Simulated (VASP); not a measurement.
A run of VASP 6.6.1:

Contents of INCAR:

```
  ALGO = Normal
  EDIFF = 1E-7
  EDIFFG = -0.002
  ENCUT = 520
  GGA = CA
  IBRION = 2
  ISIF = 3
  ISMEAR = 0
  LASPH = True
  LCHARG = False
  LREAL = False
  LWAVE = False
  NELM = 80
  NSW = 80
  PREC = Accurate
  PSTRESS = 750.0
  SIGMA = 0.1
```

The input KPOINTS:

```
k-points
0
Gamma
  16 16 16
```

POSCAR

```
Hf                                      
1.0
   -1.5268438079      1.5268438079      1.5268438079
    1.5268438079     -1.5268438079      1.5268438079
    1.5268438079      1.5268438079     -1.5268438079
  Hf            
     1
Direct
     0.0000000000000000    0.0000000000000000    0.0000000000000000
```

Potentials or basis: VASP PAW LDA potentials, release 64 (Hf_pv).

Launch:

```console
$ cat potpaw_LDA.64/Hf_pv/POTCAR > POTCAR
$ mpirun -np 1 vasp_std > vasp.out
```

Hardware: 1 thread of Intel(R) Xeon(R) 6975P-C (Granite Rapids) (shared host).

Task: How long does it take, and how much memory?

Result: Run time: 5.7 s on 1 thread of Intel(R) Xeon(R) 6975P-C (Granite Rapids), on a shared host, peak memory 0.13 GiB. Counts: scf iterations 11, k points 145, ion steps 1.
